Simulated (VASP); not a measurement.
Computed with HSE06 screened hybrid, VASP's PBE PAW potentials (set 64) (plane waves; VASP).

A VASP calculation is set up with these files.

**INCAR**
```
AEXX  =  0.25
ALGO  =  Normal
EDIFF  =  1E-6
ENCUT  =  400
GGA  =  PE
HFSCREEN  =  0.2
ISIF  =  2
ISMEAR  =  0
ISYM  =  3
LASPH  =  .TRUE.
LCHARG  =  .FALSE.
LHFCALC  =  .TRUE.
LMAXMIX  =  4
LREAL  =  .FALSE.
LWAVE  =  .FALSE.
NELM  =  100
PREC  =  Accurate
PRECFOCK  =  Fast
SIGMA  =  0.01
SYSTEM  =  BaF2
```

### POSCAR
```
BaF2
6.3377940
  0.0000000000   0.5000000000   0.5000000000
  0.5000000000   0.0000000000   0.5000000000
  0.5000000000   0.5000000000   0.0000000000
Ba F
1 2
Cartesian
  0.0000000000   0.0000000000   0.0000000000
  0.2500000000   0.2500000000   0.2500000000
  0.7500000000   0.7500000000   0.7500000000
```

File KPOINTS:
```
Regular mesh
0
gamma
5 5 5
```

POTCAR, in this order: Ba_sv F (PBE.64 set). Program: vasp_std.

The run wrote:

File OUTCAR:
```
 ion  position               nearest neighbor table
   1  0.000  0.000  0.000-   3 2.74   3 2.74   3 2.74   2 2.74   3 2.74   2 2.74   2 2.74   2 2.74
  LATTYP: Found a face centered cubic cell.
 ALAT       =     6.3377940000
 Subroutine PRICEL returns:
 Original cell was already a primitive cell.
 Subroutine GETGRP returns: Found 48 space group operations
The static configuration has the point symmetry O_h .
The dynamic configuration has the point symmetry O_h .
 Subroutine INISYM returns: Found 48 space group operations
 Subroutine IBZKPT returns following result:
 Found     10 irreducible k-points:

 Following reciprocal coordinates:
            Coordinates               Weight
  0.000000  0.000000  0.000000      1.000000
  0.200000  0.000000  0.000000      8.000000
  0.400000  0.000000  0.000000      8.000000
  0.200000  0.200000  0.000000      6.000000
  0.400000  0.200000  0.000000     24.000000
 -0.400000  0.200000  0.000000     24.000000
 -0.200000  0.200000  0.000000     12.000000
  0.400000  0.400000  0.000000      6.000000
 -0.400000  0.400000  0.000000     12.000000
 -0.400000  0.400000  0.200000     24.000000
...
```

File OSZICAR:
```
       N       E                     dE             d eps       ncg     rms          rms(c)
DAV:   1    -0.121402849652E+04   -0.12140E+04   -0.11320E+04   320   0.113E+03
DAV:   2    -0.137686836569E+04   -0.16284E+03   -0.15865E+03   424   0.271E+02
DAV:   3    -0.138320592537E+04   -0.63376E+01   -0.63322E+01   400   0.644E+01
DAV:   4    -0.138329312103E+04   -0.87196E-01   -0.87184E-01   464   0.636E+00
DAV:   5    -0.227735902813E+02    0.13605E+04   -0.35568E+00   344   0.175E+01    0.874E+00
DAV:   6    -0.202879756311E+02    0.24856E+01   -0.90944E+00   320   0.268E+01    0.381E+00
DAV:   7    -0.205020098086E+02   -0.21403E+00   -0.15389E+00   360   0.890E+00    0.326E+00
DAV:   8    -0.204542572419E+02    0.47753E-01   -0.91048E-02   400   0.278E+00    0.157E+00
DAV:   9    -0.204504299924E+02    0.38272E-02   -0.41621E-02   384   0.186E+00    0.733E-01
DAV:  10    -0.204532133869E+02   -0.27834E-02   -0.23733E-03   368   0.554E-01    0.450E-01
DAV:  11    -0.204557966517E+02   -0.25833E-02   -0.20122E-03   400   0.360E-01    0.297E-01
DAV:  12    -0.204579072641E+02   -0.21106E-02   -0.67698E-04   336   0.224E-01    0.188E-01
DAV:  13    -0.204592347284E+02   -0.13275E-02   -0.23638E-04   376   0.139E-01    0.116E-01
DAV:  14    -0.204600143044E+02   -0.77958E-03   -0.12029E-04   328   0.945E-02    0.724E-02
DAV:  15    -0.204604490253E+02   -0.43472E-03   -0.65297E-05   344   0.632E-02    0.468E-02
DAV:  16    -0.204606820784E+02   -0.23305E-03   -0.35024E-05   328   0.435E-02    0.307E-02
DAV:  17    -0.204608038141E+02   -0.12174E-03   -0.18111E-05   336   0.304E-02    0.203E-02
DAV:  18    -0.204608660517E+02   -0.62238E-04   -0.91626E-06   312   0.213E-02    0.135E-02
DAV:  19    -0.204608971804E+02   -0.31129E-04   -0.45117E-06   312   0.149E-02    0.907E-03
DAV:  20    -0.204609124638E+02   -0.15283E-04   -0.21650E-06   312   0.104E-02    0.613E-03
DAV:  21    -0.204609198765E+02   -0.74127E-05   -0.10322E-06   304   0.725E-03    0.418E-03
DAV:  22    -0.204609234504E+02   -0.35739E-05   -0.46724E-07   272   0.494E-03    0.285E-03
DAV:  23    -0.204609251700E+02   -0.17197E-05   -0.24054E-07   288   0.357E-03    0.196E-03
DAV:  24    -0.204609259980E+02   -0.82800E-06   -0.11344E-07   280   0.239E-03
   1 F= -.20460926E+02 E0= -.20460926E+02  d E =-.896161E-75
```

### OUTCAR
```
------------------------ aborting loop because EDIFF is reached ----------------------------------------
  FORCE on cell =-STRESS in cart. coord.  units (eV):
  Direction    XX          YY          ZZ          XY          YZ          ZX
  --------------------------------------------------------------------------------------
  Total       -2.9833415     -2.9833415     -2.9833415     -0.0000000     -0.0000000      0.0000000
  in kB      -75.1033299    -75.1033299    -75.1033299     -0.0000000     -0.0000000      0.0000000
  external PRESSURE =     -75.1033299 kB  Pullay stress =       0.0000000 kB
  volume of cell :       63.64
      direct lattice vectors                 reciprocal lattice vectors
     0.000000000  3.168897000  3.168897000    -0.157783607  0.157783607  0.157783607
     3.168897000  0.000000000  3.168897000     0.157783607 -0.157783607  0.157783607
     3.168897000  3.168897000  0.000000000     0.157783607  0.157783607 -0.157783607
 POSITION                                       TOTAL-FORCE (eV/Angst)
 -----------------------------------------------------------------------------------
      0.00000      0.00000      0.00000        -0.000000      0.000000     -0.000000
      1.58445      1.58445      1.58445        -0.000000     -0.000000      0.000000
      4.75335      4.75335      4.75335         0.000000      0.000000      0.000000
 -----------------------------------------------------------------------------------
    total drift:                               -0.000000     -0.000000     -0.000000
  FREE ENERGIE OF THE ION-ELECTRON SYSTEM (eV)
  ---------------------------------------------------
  free  energy   TOTEN  =       -20.4609259980 eV

  energy  without entropy=      -20.4609259980  energy(sigma->0) =      -20.46092600

  exchange ACFDT corr.  =         0.00000000  see jH, gK, PRB 81, 115126
```
(Selected blocks of OUTCAR.)

At this cut-off the stress carries a Pulay error, which pulls relaxed volumes low.

The structure comes from a computed database's BaF2 entry; how it stands against other phases isn't given here. The cell was not relaxed at this level.
